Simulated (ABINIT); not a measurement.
The system is NiO.

```xyz
2
Lattice="0.0000 2.0859 2.0859 2.0859 0.0000 2.0859 2.0859 2.0859 0.0000" Properties=species:S:1:pos:R:3 pbc="T T T"
Ni    0.0000    0.0000    0.0000
O     2.0859    2.0859    2.0859
```

Base run:

| Item | Value |
| --- | --- |
| Program | ABINIT 10.8.3 (patched build) |
| Functional | PBE |
| Potentials or basis | JTH PAW PBE v2.0 |
| Cutoff | 816 eV |
| k mesh | 9 × 9 × 9 |
| Occupations | fermi-dirac, width 0.05 eV |
| Spin | collinear spin, ferromagnetic start |
| Starting moments | [1.0, 0.0] μB |

Its results: band gap on the k mesh none (metal or under the smearing width); net moment 0.00 μB per cell.

Q: The run is repeated on the same cell with these changes: k mesh from 9 × 9 × 9 to 4 × 4 × 4. What comes out?

A: Band gap on the k mesh none (metal or under the smearing width); net moment 1.38 μB per cell; site moments Ni +1.15; O +0.17 μB.

Caveats: some runs use coarse meshes; small starting moments can end in a higher magnetic state in this program; semilocal functionals often make such compounds metallic where correlation or magnetic order opens a gap, which also shifts bond lengths; a cell with one magnetic atom can't hold antiferromagnetic order, which such compounds often take (some runs).
